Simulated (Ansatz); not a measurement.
All numbers below come from DFT PBE, scalar-relativistic, plane waves, PAW (Ansatz). Settings: cutoff 420 eV, Γ-centred meshes spaced at most about 0.3 Å⁻¹, and about 0.25 Å⁻¹ or finer for metals (2π included), Gaussian smearing. No spin polarisation.

These are static total energies at zero pressure.

Compare these two cells of Sn2Te, each relaxed at this level.

A.

```cif
data_structure
_symmetry_space_group_name_H-M 'I4_1/amd:1'
_symmetry_Int_Tables_number 141
_cell_length_a 6.1480
_cell_length_b 6.1480
_cell_length_c 9.8080
_cell_angle_alpha 90.000
_cell_angle_beta 90.000
_cell_angle_gamma 90.000
_cell_volume 370.72
loop_
_atom_site_label
_atom_site_type_symbol
_atom_site_symmetry_multiplicity
_atom_site_Wyckoff_symbol
_atom_site_fract_x
_atom_site_fract_y
_atom_site_fract_z
_atom_site_occupancy
Sn1 Sn 8 e 0.50000 0.50000 0.32434 1
Te1 Te 4 b 0.50000 0.50000 0.00000 1
```

B.

```cif
data_structure
_symmetry_space_group_name_H-M 'P-3m1'
_symmetry_Int_Tables_number 164
_cell_length_a 4.5213
_cell_length_b 4.5213
_cell_length_c 16.1096
_cell_angle_alpha 90.000
_cell_angle_beta 90.000
_cell_angle_gamma 120.000
_cell_volume 285.19
loop_
_atom_site_label
_atom_site_type_symbol
_atom_site_symmetry_multiplicity
_atom_site_Wyckoff_symbol
_atom_site_fract_x
_atom_site_fract_y
_atom_site_fract_z
_atom_site_occupancy
Sn1 Sn 2 d 0.33333 0.66667 0.45554 1
Sn2 Sn 2 c 0.00000 0.00000 0.34344 1
Sn3 Sn 2 d 0.66667 0.33333 0.88533 1
Te1 Te 2 d 0.33333 0.66667 0.77063 1
Te2 Te 1 a 0.00000 0.00000 0.00000 1
```

Question: Which form is favoured at zero pressure, and by what margin per atom?

Answer: B is lower, by 72 meV/atom. A has space group I4_1/amd (No. 141), 30.9 Å³/atom and no gap on its mesh; B has space group P-3m1 (No. 164), 31.7 Å³/atom and no gap. Counting Te atoms around Sn (those within 1.25 times the shortest such distance or 1.15 times the sum of covalent radii, 1.27 where that leaves under three; a plus sign parts nearer from farther groups; the shortest distance is added where it exceeds 1.18 times the sum of covalent radii; a slash parts the counts of unlike sites), A has Sn 3 and B has Sn 3/3+1 from 4.5 Å/6. Both come from invented guesses.

These runs have no spin–orbit coupling, which can matter for Te. Cells relaxed within their symmetry can be saddle points.
